**Question.** Splitting one of these telluride crystals costs at most a few tenths of a joule per square metre of new surface in the rows with results. Relaxing the atoms then returns anything from a few per cent to two thirds of that cost. Use the table to forecast the missing results for the (111) face of rocksalt BiTe, give a range for each, and say what could upset them.

Telluride slabs before and after relaxing the atoms, computed with Ansatz 0.2.0: PBE without dispersion correction or spin polarisation, scalar-relativistic plane-wave PAW, 420 eV cutoff, Gaussian smearing, 15 Å of vacuum and a dipole correction. Surface energies are the mean of both faces; dipole moments are per surface cell, positive from bottom to top.

```tsv
system	top plane	planes	slab atoms	slab formula	k mesh	smearing width	space group	surface cell area (Å²)	surface energy unrelaxed (J/m^2)	surface energy relaxed (J/m^2)	work function top relaxed (eV)	dipole moment relaxed (e angstrom)	largest move (Å)
Bi4Te3 (001)	Te	14	14	Bi4Te3	9x9x1	0.05 eV	166	17.60	0.080	0.078	4.665	-0.038	0.028
HgTe (110)	HgTe	5	10	HgTe	8x5x1	0.1 eV	216	31.27	0.348	0.116	n/a	0.000	0.670
Bi2Te3 (012)	Te	15	15	Bi2Te3	8x4x1	0.1 eV	160	45.53	0.304	0.129	n/a	0.047	0.382
BiTe (100)	BiTe	4	8	BiTe	8x8x1	0.1 eV	225	21.14	0.215	0.147	3.976	0.000	0.188
BiTe (110)	BiTe	5	10	BiTe	8x6x1	0.1 eV	225	29.90	0.330	0.254	4.154	0.000	0.181
HgTe (111)	Te	6	6	HgTe	9x9x1	0.1 eV	216	19.15	0.397	0.295	5.659	-0.201	0.266
Bi2Te3 (001)	Bi	10	10	Bi2Te3	9x9x1	0.1 eV	160	17.30	0.313	0.297	4.110	0.000	0.042
BiTe (111)	Te	6	6	BiTe	9x9x1	0.1 eV	225	18.31	?	?	?	?	?
```

**Model answer.** Bonding in rocksalt BiTe comes mainly from p orbitals, which point along three perpendicular axes and link the atoms into straight chains. A surface atom on (100) has lost one of its six neighbours, on (110) two, and on (111) three. Allowing for how densely the atoms sit on each face, the cut bonds per area stand as 1 : √2 : √3. If each cut bond costs the same, the surface energies follow these ratios.

I fix that cost from BiTe (100) and (110) alone, because the count does not carry over between compounds. Bi4Te3 (001) and Bi2Te3 (001) cut similar numbers of bonds per area, yet their unrelaxed energies are 0.080 and 0.313 J/m². The first is a weakly bound cut, whose energy PBE without a dispersion correction tends to underestimate. The second parts two adjacent Bi planes: this Bi2Te3 is not the usual layered form, which cleaves between Te planes. Its printed space group, 160, is that of the starting structure; the bulk relaxed to 166.

The two BiTe faces give 2.378 J/m² for one cut bond per Å², which is about 0.3 eV per bond, shared between the two faces it leaves. The (100) face cuts 0.0956 bonds per Å², so (111) cuts √3 × 0.0956 = 0.166. The unrelaxed energy should then be 2.378 × 0.166 = 0.39 J/m². The same steps with the relaxed energies give 0.29 J/m².

The (111) slab also has Te on top and Bi below, so it can carry a dipole, and its surface energy is the mean of two unlike faces. For the work function, the energy needed to take an electron out through the top face, I borrow the Te face of Bi4Te3. The dipole comes from the same slab, scaled by area, and the largest atomic move is the mean of the other two BiTe faces.

| Quantity for BiTe (111) | Forecast | Range |
|---|---|---|
| Surface energy, unrelaxed (J/m²) | 0.39 | 0.30 to 0.50 |
| Surface energy, relaxed (J/m²) | 0.29 | 0.20 to 0.40 |
| Work function, Te face (eV) | 4.7 | 4.3 to 5.1 |
| Dipole moment (e Å) | −0.04 | −0.12 to 0 |
| Largest move (Å) | 0.18 | 0.10 to 0.35 |

The ranges are judgements, since two faces cannot supply a statistical error. Polarity could push the energy up, although BiTe is a metal, whose free electrons can screen the charge, and may pay less for it than HgTe, a semimetal. Relaxation could pull it down, because real BiTe prefers a layered structure and the middle of these thin slabs moves too. In order, (111) should be the dearest BiTe face before and after relaxing, and its Te face should have a higher work function than (100) and (110).

**Computed result.**

The withheld rows as computed:

```tsv
system	top plane	planes	slab atoms	slab formula	k mesh	smearing width	space group	surface cell area (Å²)	surface energy unrelaxed (J/m^2)	surface energy relaxed (J/m^2)	work function top relaxed (eV)	dipole moment relaxed (e angstrom)	largest move (Å)
BiTe (111)	Te	6	6	BiTe	9x9x1	0.1 eV	225	18.31	0.493	0.399	4.379	-0.035	0.281
```

**Remarks on the reasoning.** Both statements about order hold, and all five values lie within their ranges. The two energies only just do: the forecasts are too low by 20% of the computed value before relaxing and 27% after. The bond count ranked the three BiTe faces correctly but understated how steeply the cost rises.

A sign of this was already in the known rows. Equal bonds require (110) to cost 1.41 times as much as (100), but the computed ratio is 1.53 unrelaxed. The bulk k mesh is not to blame: a denser one lowers the (100) energy and raises the (110) energy, each by about 0.01 J/m², which widens the departure. Theory offers a reason: an atom with fewer neighbours binds each remaining one more strongly, so every further bond costs more to cut. Letting the binding grow as the square root of the number of neighbours raises the unrelaxed forecast to 0.43 J/m², about a third of the way to the computed 0.49.

Polarity may supply the rest. In HgTe, where (110) and (111) both cost a surface atom one neighbour, the unrelaxed polar face, (111), costs 0.11 J/m² more than the bond count predicts from (110). That makes some penalty plausible in BiTe, but does not measure it. Before relaxing, BiTe's dipole is under a third of HgTe's, which hints at a smaller penalty, though a dipole is no direct measure of energy. The slabs are also unreconstructed: a real polar face may rearrange its atoms and cost less than computed here.

The borrowed work function, 4.665 eV before rounding, was 0.29 eV too high, although the dipole came out close. The two results are compatible, because a dipole fixes only the difference between the top and bottom faces. That difference is 0.35 eV here and about 0.4 eV in Bi4Te3, so what failed to carry over was the level common to both faces. BiTe's own non-polar faces, at 3.98 and 4.15 eV, also lie low, which suggests that this level should be taken from the same compound. Spin-orbit coupling, absent here, matters for these heavy elements and could shift all these levels, and the surface energies too. The runs also warn that the exchange-correlation potential is rough where the electron density is thin, as it is outside the surface, which adds some doubt to the work functions.

The largest move was forecast a third too small. Atoms that have lost three neighbours on one side may have more room to shift, and the surface atoms of the other two faces fit that idea. On (110), where they lose two neighbours, a surface Te moved 0.181 Å; on (100), where they lose one, none moved more than 0.145 Å. The table hides this, because its 0.188 Å for (100) belongs to a Te in the second layer, which lost no neighbour. The forecast therefore averaged the moves of two different kinds of atom. That second-layer move also shows that lost neighbours are not the whole story, so the cause stays open. The fit and the other comparisons are printed below.

What remains open is how the energy miss divides between bond cutting, polarity and the thinness of the slab. A BiTe face whose outermost atoms lose three neighbours but are Bi and Te in equal numbers would help to separate the first two, and thicker slabs would test the third. The table has neither.

The analysis program printed:

```
fit of surface_energy_unrelaxed on 2 rows (has(system, 'BiTe')): coefficient of cut 2.378 +/- 0.091; rms 0.0107, worst BiTe (100) 0.0123, leave-one-out rms 0.0227
  rows outside the fit (model, value, miss): Bi4Te3 (001) 0.4159, 0.08, 0.336; HgTe (110) 0.1619, 0.348, -0.186; Bi2Te3 (012) 0.3146, 0.304, 0.0106; HgTe (111) 0.1322, 0.397, -0.265; Bi2Te3 (001) 0.4223, 0.313, 0.109; BiTe (111) 0.3938, 0.493, -0.0992
BiTe (111) relaxed surface energy, equal-bond forecast, J/m2: 0.2924
BiTe (111) relaxed, forecast less computed, J/m2: -0.1066
BiTe (111) unrelaxed, square-root rival, J/m2: 0.4261
BiTe (111) relaxed, square-root rival, J/m2: 0.3168
BiTe energy ratio (110) to (100), unrelaxed: 1.535
BiTe energy ratio (110) to (100), relaxed: 1.728
HgTe (111) unrelaxed above bond count scaled from (110), J/m2: 0.1129
Shift of BiTe (100) energy with the 12x12x12 bulk, J/m2: -0.007275
Shift of BiTe (110) energy with the 12x12x12 bulk, J/m2: 0.01031
BiTe (111) Te-face work function, forecast, eV: 4.665
BiTe (111) work function, forecast less computed, eV: 0.286
BiTe (111) dipole, forecast, e angstrom: -0.03953
BiTe (111) dipole, forecast less computed, e angstrom: -0.004533
BiTe (111) largest move, forecast, angstrom: 0.1845
BiTe (111) largest move, forecast less computed, angstrom: -0.0965
Relaxation and top-less-bottom work function:
           row  energy lost on relaxing (%)  work function difference (eV)
  Bi4Te3 (001)                          2.5                         0.3907
    HgTe (110)                        66.67                              0
  Bi2Te3 (012)                        57.57                        -0.1868
    BiTe (100)                        31.63                              0
    BiTe (110)                        23.03                              0
    HgTe (111)                        25.69                          1.899
  Bi2Te3 (001)                        5.112                              0
    BiTe (111)                        19.07                         0.3459
```
